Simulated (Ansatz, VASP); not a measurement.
LiF in VASP and in Ansatz

Contents of POSCAR:

```
LiF
1.0
    2.5162584520      0.0000000000      0.0000000000
    0.0000000000      2.5162584520      0.0000000000
    0.0000000000      0.0000000000      2.5162584520
Li F
1 1
Direct
    0.0000000000      0.0000000000      0.0000000000
    0.5000000000      0.5000000000      0.5000000000
```

Contents of INCAR.step1:

```
ALGO = Normal
EDIFF = 1E-4
ENCUT = 520
GGA = PE
ISMEAR = 0
LASPH = T
LCHARG = F
LREAL = F
LWAVE = T
NBANDS = 12
NELM = 60
PREC = Accurate
SIGMA = 0.01
```

File INCAR.step2:

```
ALGO = Normal
EDIFF = 1E-7
ENCUT = 520
ISIF = 2
ISMEAR = 0
ISTART = 1
LASPH = T
LCHARG = F
LMIXTAU = T
LREAL = F
LWAVE = F
METAGGA = R2SCAN
NBANDS = 12
NELM = 60
PREC = Accurate
SIGMA = 0.01
```

File KPOINTS:

```
k-points
0
Gamma
  10 10 10
```

Input for Ansatz:

```yaml
crystal:
  lattice:
    - [2.516258452, 0.0, 0.0]
    - [0.0, 2.516258452, 0.0]
    - [0.0, 0.0, 2.516258452]
  atoms:
    - { symbol: Li, position: [0.0, 0.0, 0.0] }
    - { symbol: F, position: [0.5, 0.5, 0.5] }
kpoints:
  mp_grid: { grid: [10, 10, 10] }
  band_path:
    path:
      - [0.0, 0.0, 0.0]
      - [0.0, 0.5, 0.0]
      - [0.5, 0.5, 0.0]
      - [0.5, 0.5, 0.5]
      - [0.0, 0.5, 0.5]
    npoints: 1
hamiltonian:
  xc: r2scan
scf:
  occupations: { method: fixed }
  n_extra_bands: 4
output:
  forces: true
  stress: true
  eigenvalues: true
  write_density: true
  write_potential: true
  elf: true
  volumetric_format: npy
```

Alike in both runs: task single point; functional r2SCAN; k mesh 10 × 10 × 10; no spin polarisation.

|  | VASP | Ansatz |
| --- | --- | --- |
| version | VASP 6.6.1 | Ansatz 0.2.0 |
| potentials or method | VASP PAW PBE potentials, release 64 (Li_sv, F) | plane waves, PAW |
| plane-wave cutoff (eV) | 520 | 500 |
| occupations | gaussian, width 0.01 eV | fixed |
| valence electrons in the cell | 10 | 10 |

|  | VASP | Ansatz | Ansatz less VASP |
| --- | --- | --- | --- |
| gap on the k mesh at the Fermi level (eV) | 9.12 | 8.91 | -0.208 |

Caveats: the PAW data sets were made with another functional, which shifts forces and pressure a little (VASP). r2SCAN opens gaps a little over a GGA but as a rule still falls short of measured ones. A k mesh can miss the band edges.
